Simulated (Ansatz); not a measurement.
Wanted: the native input for an Ansatz 0.2.0 run.

| Property | Result |
| --- | --- |
| Task | band structure |
| Functional | LDA |
| Potentials or basis | all-electron LAPW, scalar-relativistic |
| Cutoff | 221 eV (chosen from the basis error) |
| Basis error allowed | 0.002 eV/atom |
| k mesh | 8 × 8 × 4 |
| Occupations | fermi-dirac, width 0.05 eV |
| Spin | no spin polarisation |

Crystal: TiTe2.

```
CELL_PARAMETERS angstrom
3.77700 0.00000 0.00000
-1.88850 3.27098 0.00000
0.00000 0.00000 6.49800
ATOMIC_POSITIONS crystal
Te 0.33333 0.66667 0.73720
Te 0.66667 0.33333 0.26280
Ti 0.00000 0.00000 0.00000
```

The input as run:

input.yaml

```yaml
crystal:
  lattice:
    - [3.777, 0.0, 0.0]
    - [-1.8885, 3.2709779501, 0.0]
    - [0.0, 0.0, 6.498]
  atoms:
    - { symbol: Te, position: [0.3333333333, 0.6666666667, 0.7372] }
    - { symbol: Te, position: [0.6666666667, 0.3333333333, 0.2628] }
    - { symbol: Ti, position: [0.0, 0.0, 0.0] }
kpoints:
  mp_grid: { grid: [8, 8, 4] }
  band_path:
    path:
      - [0.0, 0.0, 0.0]
      - [0.5, 0.0, 0.0]
      - [0.3333333333, 0.3333333333, 0.0]
      - [0.0, 0.0, 0.0]
      - [0.0, 0.0, 0.5]
      - [0.5, 0.0, 0.5]
      - [0.3333333333, 0.3333333333, 0.5]
      - [0.0, 0.0, 0.5]
    npoints: 10
scf:
  occupations: { method: fermi_dirac, width: 0.05 }
hamiltonian:
  xc: lda
  pseudopotentials: { kind: all_electron, lapw: { basis_error: 0.002 } }
output:
  forces: true
  stress: true
  eigenvalues: true
```

Potentials or basis: all-electron LAPW, scalar-relativistic.

Launch:

```bash
$ ansatz run input.yaml --threads 2 --pin off --max-ram 8192MiB --backend cpu --events-out ev --progress --plain --runs-dir out
```

Results of the run:

| Property | Result |
| --- | --- |
| Pressure | -4.1 GPa |
| Largest force | 0.308 eV/Å |
| Band gap along the path | none (metal or under the smearing width) |

Caveat: spin-orbit coupling is left out, which moves the levels of the heavy elements.

Wall time 13 s on 2 threads of Arm Neoverse V2 (shared host), peak memory 0.39 GiB.
